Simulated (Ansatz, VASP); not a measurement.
One calculation of Te2Mo, two programs

```
Te Mo
1.0
     3.49418    0.00000    0.00000
    -1.74709    3.02605    0.00000
     0.00000    0.00000   14.00563
Te Mo
4 2
Direct
  0.33333 0.66667 0.62112
  0.66667 0.33333 0.12112
  0.66667 0.33333 0.37888
  0.33333 0.66667 0.87888
  0.33333 0.66667 0.25000
  0.66667 0.33333 0.75000
```

Alike in both runs: functional PBEsol; k mesh 12 × 12 × 2; occupations gaussian, width 0.02 eV; no spin polarisation.

Ansatz relaxed the structure, and its values are those at the end. VASP's run is a single point on that final structure, the one shown.

|  | VASP | Ansatz |
| --- | --- | --- |
| version | VASP 6.6.1 | Ansatz 0.2.0 |
| potentials or method | VASP PAW PBE potentials, release 64 (Te, Mo_sv) | scalar-relativistic, plane waves, PAW |
| plane-wave cutoff (eV) | 520 | 420 |
| valence electrons in the cell | 52 | 92 |

```csv
,VASP,Ansatz,Ansatz less VASP
gap on the k mesh at the Fermi level (eV),0.77,0.77,+0.006
least direct gap on the mesh (eV),1.09,1.09,+0.001
pressure (GPa),0.1,0.0,-0.12
rms of the force components (eV/Å),0.015,0.001,-0.0141
```

The two sets of potentials don't hold the same shells in valence.

Caveats: the PAW data sets were made with another functional, which shifts forces and pressure a little (VASP); spin-orbit coupling is left out, which moves the levels of the heavy elements; this functional lacks dispersion, which binds the layers, so the pressure and a relaxed spacing across them are unreliable. Expect the measured gap to be larger: semilocal functionals such as PBEsol lack the derivative discontinuity. A k mesh can miss the band edges.
